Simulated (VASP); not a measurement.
# InP (F-43m) in VASP: a series of runs

InP is run at these levels: PBE, r2SCAN; tasks: single point.

Program: VASP 6.6.1. These are calculated values, not measurements. Logs are shortened: lines on timing, memory, paths and dates and some standing lists are left out, and cuts for length are marked.

**What was measured.**

A printed reference work, data compilation reports, for a bulk crystal of InP at 1.6 K: band gap 1.4236 eV (direct).

How close the calculation comes is told below.

## Step 1: The cell of the first run

It takes space group F-43m (No. 216, cubic). Conventional cell: a = 5.908 Å, b = 5.908 Å, c = 5.908 Å, α = 90.00°, β = 90.00°, γ = 90.00°. Within 3.4 Å of In (site symmetry -43m) lie 4 P at 2.56 Å. P (site symmetry -43m) has 4 In at 2.56 Å within 3.4 Å.

## Step 2: Single point, PBE

INCAR

```
PREC = Accurate
ENCUT = 520
EDIFF = 1E-6
ISMEAR = 0
SIGMA = 0.01
LREAL = False
LASPH = True
NELM = 100
ALGO = Normal
ISIF = 2
LWAVE = False
LCHARG = False
GGA = PE
NBANDS = 16
```

KPOINTS

```
regular mesh
0
Gamma
  6 6 6
```

POSCAR

```
InP
1.0
    0.0000000000      2.9538133766      2.9538133766
    2.9538133766      0.0000000000      2.9538133766
    2.9538133766      2.9538133766      0.0000000000
In P
1 1
Direct
    0.0000000000      0.0000000000      0.0000000000
    0.2500000000      0.2500000000      0.2500000000
```

Potentials or basis: VASP PAW PBE potentials, release 64 (In_d, P).

On the command line:

```sh
$ cat potpaw_PBE.64/In_d/POTCAR potpaw_PBE.64/P/POTCAR > POTCAR
$ mpirun -np 1 vasp_std > vasp.out
```

OUTCAR:

```text
PREC = Accurate
   ENCUT = 520
   EDIFF = 1E-6
   ISMEAR = 0
   LREAL = False
   LASPH = True
   NELM = 100
   ISIF = 2
   GGA = PE

 ion  position               nearest neighbor table
   1  0.000  0.000  0.000-   2 2.56   2 2.56   2 2.56   2 2.56
   2  0.250  0.250  0.250-   1 2.56   1 2.56   1 2.56   1 2.56

  LATTYP: Found a face centered cubic cell.
 ALAT       =     5.9076267532

  Lattice vectors:

 A1 = (   0.0000000000,   2.9538133766,   2.9538133766)
 A2 = (   2.9538133766,   0.0000000000,   2.9538133766)
 A3 = (   2.9538133766,   2.9538133766,   0.0000000000)

Analysis of symmetry for initial positions (statically):
=====================================================================
 Subroutine PRICEL returns:
 Original cell was already a primitive cell.

 Routine SETGRP: Setting up the symmetry group for a
 face centered cubic supercell.

 Subroutine GETGRP returns: Found 24 space group operations
 (whereof 24 operations were pure point group operations)
 out of a pool of 48 trial point group operations.

The static configuration has the point symmetry T_d .

Analysis of symmetry for dynamics (positions and initial velocities):
=====================================================================
 Subroutine PRICEL returns:
 Original cell was already a primitive cell.

 Routine SETGRP: Setting up the symmetry group for a
 face centered cubic supercell.

 Subroutine GETGRP returns: Found 24 space group operations
 (whereof 24 operations were pure point group operations)
 out of a pool of 48 trial point group operations.

The dynamic configuration has the point symmetry T_d .

 Subroutine INISYM returns: Found 24 space group operations
 (whereof 24 operations are pure point group operations),
 and found     1 'primitive' translations

----------------------------------------------------------------------------------------

                                     Primitive cell

  volume of cell :      51.5441

  direct lattice vectors                    reciprocal lattice vectors
     0.000000000  2.953813377  2.953813377    -0.169272712  0.169272712  0.169272712
     2.953813377  0.000000000  2.953813377     0.169272712 -0.169272712  0.169272712
     2.953813377  2.953813377  0.000000000     0.169272712  0.169272712 -0.169272712

  length of vectors
     4.177322938  4.177322938  4.177322938     0.293188937  0.293188937  0.293188937

  position of ions in fractional coordinates (direct lattice)
     0.000000000  0.000000000  0.000000000
     0.250000000  0.250000000  0.250000000

  ion indices of the primitive-cell ions
   primitive index   ion index
                 1           1
                 2           2

----------------------------------------------------------------------------------------

 KPOINTS: regular mesh

Automatic generation of k-mesh.
 Grid dimensions read from file:
 generate k-points for:    6    6    6

 Generating k-lattice:

  Cartesian coordinates                     Fractional coordinates (reciprocal lattice)
    -0.028212119  0.028212119  0.028212119     0.166666667  0.000000000  0.000000000
     0.028212119 -0.028212119  0.028212119     0.000000000  0.166666667  0.000000000
     0.028212119  0.028212119 -0.028212119     0.000000000  0.000000000  0.166666667

  Length of vectors
     0.048864823  0.048864823  0.048864823

  Shift w.r.t. Gamma in fractional coordinates (k-lattice)
     0.000000000  0.000000000  0.000000000

 Subroutine IBZKPT returns following result:
 ===========================================

 Found     16 irreducible k-points:

 Following reciprocal coordinates:
            Coordinates               Weight
  0.000000  0.000000  0.000000      1.000000
  0.166667  0.000000  0.000000      8.000000
  0.333333  0.000000  0.000000      8.000000
  0.500000  0.000000  0.000000      4.000000
  0.166667  0.166667  0.000000      6.000000
  0.333333  0.166667  0.000000     24.000000
[... 8 lines left out ...]
 -0.333333  0.333333  0.166667     24.000000
 -0.333333  0.500000  0.166667     12.000000
   k-points           NKPTS =     16   k-points in BZ     NKDIM =     16   number of bands    NBANDS=     16
   number of dos      NEDOS =    301   number of ions     NIONS =      2
   total plane-waves  NPLWV =  32768
   dimension x,y,z NGX =    32 NGY =   32 NGZ =   32
   dimension x,y,z NGXF=    64 NGYF=   64 NGZF=   64
   ions per type =               1   1
   NGX,Y,Z   is equivalent  to a cutoff of  12.74, 12.74, 12.74 a.u.
   NGXF,Y,Z  is equivalent  to a cutoff of  25.47, 25.47, 25.47 a.u.
 SYSTEM =  unknown system
   PREC   = accura    normal or accurate (medium, high low for compatibility)
   ISTART =      0    job   : 0-new  1-cont  2-samecut
   ICHARG =      2    charge: 1-file 2-atom 10-const
   ISPIN  =      1    spin polarized calculation?
   LNONCOLLINEAR =      F non collinear calculations
   LSORBIT =      F    spin-orbit coupling
   LASPH  =      T    aspherical Exc in radial PAW
   ENCUT  =  520.0 eV  38.22 Ry    6.18 a.u.   7.77  7.77  7.77*2*pi/ulx,y,z
   NELM   =    100;   NELMIN=  2; NELMDL= -5     # of ELM steps
   EDIFF  = 0.1E-05   stopping-criterion for ELM
   LREAL  =      F    real-space projection
   EDIFFG = 0.1E-04   stopping-criterion for IOM
   NSW    =      0    number of steps for IOM
   IBRION =     -1    ionic relax: 0-MD 1-quasi-New 2-CG
   NFREE  =      0    steps in history (QN), initial steepest desc. (CG)
   ISIF   =      2    stress and relaxation
   ISYM   =      2    0-nonsym 1-usesym 2-fastsym
   POTIM  = 0.5000    time-step for ionic-motion
   TEBEG  =    0.0;   TEEND  =   0.0 temperature during run
   PSTRESS=    0.0 pullay stress
   NELECT =      18.0000    total number of electrons
   NUPDOWN=      -1.0000    fix difference up-down
   EMIN   =  10.00;   EMAX   =-10.00  energy-range for DOS
   EFERMI =   0.00;   METHOD = LEGACY
   ISMEAR =     0;   SIGMA  =   0.01  broadening in eV -4-tet -1-fermi 0-gaus
   EFERMI_NEDOS =   21; number of points for ismear=-14 and -15
   IALGO  =     38    algorithm
   IMIX   =      4    mixing-type and parameters
     AMIX     =   0.40;   BMIX     =  1.00
     AMIX_MAG =   1.60;   BMIX_MAG =  1.00
  volume/ion in A,a.u.               =      25.77       173.92
  Fermi-wavevector in a.u.,A,eV,Ry     =   1.152849  2.178570 18.082986  1.329062
  Thomas-Fermi vector in A             =   2.289498
   LORBIT       =      0    0 simple, 1 ext, 2 COOP (PROOUT), +10 PAW based schemes
   GGA     = PE    functional components
   LHFCALC =     F    Hartree Fock is set to
   AEXX    =    0.0000 exact exchange contribution
   IVDW    =     0    specifies the selected vdW correction
   LEPSILON=     F    determine dielectric tensor
   LRPA    =     F    only Hartree local field effects (RPA)
 non-spin polarized calculation
 Gauss-broadening in eV      SIGMA  =   0.01
  energy-cutoff  :      520.00
  volume of cell :       51.54
 maximum number of plane-waves:      1411
   NGX = 15   NGY = 15   NGZ = 15

 number of electron      18.0000009 magnetization

 Free energy of the ion-electron system (eV)
  ---------------------------------------------------
  ext. energy  EPLUGINS =         0.00000000
  ---------------------------------------------------
  free energy    TOTEN  =        -8.38871076 eV

  energy without entropy =       -8.38871076  energy(sigma->0) =       -8.38871076

 E-fermi :   5.0099     XC(G=0):  -9.1754

 val. band max:        4.9382386004   @ k =   0.0000   0.0000   0.0000
 cond. band min:       5.5182873597   @ k =   0.0000   0.0000   0.0000
 fundamental gap:      0.5800487593
 Fermi energy:         5.0099492169

 k-point     1 :       0.0000    0.0000    0.0000
  band No.  band energies     occupation
      1      -9.2097      2.00000
      2      -9.2097      2.00000
      3      -9.2097      2.00000
      4      -9.0695      2.00000
      5      -9.0695      2.00000
      6      -6.4195      2.00000
[... 8 lines left out ...]
     15      14.3464      0.00000
     16      14.3464      0.00000

 k-point     2 :       0.1667    0.0000    0.0000
  band No.  band energies     occupation
      1      -9.2383      2.00000
      2      -9.1982      2.00000
      3      -9.1982      2.00000
      4      -9.0690      2.00000
      5      -9.0690      2.00000
      6      -6.1182      2.00000
[... 8 lines left out ...]
     15      13.5355      0.00000
     16      14.3404      0.00000

 k-point     3 :       0.3333    0.0000    0.0000
  band No.  band energies     occupation
      1      -9.2920      2.00000
      2      -9.1800      2.00000
      3      -9.1800      2.00000
      4      -9.0630      2.00000
      5      -9.0630      2.00000
      6      -5.3430      2.00000
[... 8 lines left out ...]
     15      13.9998      0.00000
     16      13.9998      0.00000

 k-point     4 :       0.5000    0.0000    0.0000
  band No.  band energies     occupation
      1      -9.3174      2.00000
      2      -9.1738      2.00000
      3      -9.1738      2.00000
      4      -9.0569      2.00000
      5      -9.0569      2.00000
      6      -4.7721      2.00000
[... 8 lines left out ...]
     15      15.5213      0.00000
     16      15.5213      0.00000
[... 172 lines left out ...]
 k-point    14 :       0.5000    0.3333    0.1667
  band No.  band energies     occupation
      1      -9.3303      2.00000
      2      -9.1595      2.00000
      3      -9.1424      2.00000
      4      -9.0870      2.00000
      5      -9.0526      2.00000
      6      -4.7397      2.00000
[... 8 lines left out ...]
     15      15.9333      0.00000
     16      16.5755      0.00000

 k-point    15 :      -0.3333    0.3333    0.1667
  band No.  band energies     occupation
      1      -9.3393      2.00000
      2      -9.1600      2.00000
      3      -9.1325      2.00000
      4      -9.0820      2.00000
      5      -9.0570      2.00000
      6      -4.2859      2.00000
[... 8 lines left out ...]
     15      15.9384      0.00000
     16      16.4037      0.00000

 k-point    16 :      -0.3333    0.5000    0.1667
  band No.  band energies     occupation
      1      -9.3575      2.00000
      2      -9.1432      2.00000
      3      -9.1205      2.00000
      4      -9.0952      2.00000
      5      -9.0492      2.00000
      6      -4.0915      2.00000
[... 8 lines left out ...]
     15      16.1061      0.00000
     16      16.7940      0.00000

------------------------ aborting loop because EDIFF is reached ----------------------------------------

  FORCE on cell =-STRESS in cart. coord.  units (eV):
  Direction    XX          YY          ZZ          XY          YZ          ZX
  --------------------------------------------------------------------------------------
  -------------------------------------------------------------------------------------
  Total        0.5122724      0.5122724      0.5122724      0.0000000      0.0000000     -0.0000000
  in kB       15.9232737     15.9232737     15.9232737      0.0000000      0.0000000     -0.0000000
  external PRESSURE =      15.9232737 kB  Pullay stress =       0.0000000 kB

 VOLUME and BASIS-vectors are now :
 -----------------------------------------------------------------------------
  energy-cutoff  :      520.00
  volume of cell :       51.54
      direct lattice vectors                 reciprocal lattice vectors
     0.000000000  2.953813377  2.953813377    -0.169272712  0.169272712  0.169272712
     2.953813377  0.000000000  2.953813377     0.169272712 -0.169272712  0.169272712
     2.953813377  2.953813377  0.000000000     0.169272712  0.169272712 -0.169272712

 POSITION                                       TOTAL-FORCE (eV/Angst)
 -----------------------------------------------------------------------------------
      0.00000      0.00000      0.00000        -0.000000     -0.000000     -0.000000
      1.47691      1.47691      1.47691         0.000000      0.000000      0.000000
 -----------------------------------------------------------------------------------
    total drift:                               -0.000000     -0.000000     -0.000000

  FREE ENERGIE OF THE ION-ELECTRON SYSTEM (eV)
  ---------------------------------------------------
  free  energy   TOTEN  =        -8.3887107649 eV

  energy  without entropy=       -8.3887107649  energy(sigma->0) =       -8.38871076
```

Wall time 24 s (1 thread of AMD EPYC, shared host); peak memory 0.14 GiB.

Results:

```
Free energy            : -8.3887 eV
Pressure               : 1.6 GPa
Band gap on the k mesh : 0.58 eV, direct
```

Levels at points of the mesh, in eV from the valence-band top:
| k point | band 7 | band 8 | band 9 | band 10 | band 11 | band 12 |
| --- | --- | --- | --- | --- | --- | --- |
| (0.00, 0.00, 0.00) | 0.00 | 0.00 | 0.00 | 0.58 | 4.09 | 4.09 |
| (0.50, 0.00, 0.00) | -5.61 | -0.94 | -0.94 | 1.44 | 4.80 | 4.80 |
| (0.50, 0.50, 0.00) | -5.65 | -2.24 | -2.24 | 1.80 | 2.27 | 9.07 |

Caveat: spin-orbit coupling is left out, which moves the levels of the heavy elements.

[end of part 1 of 2]
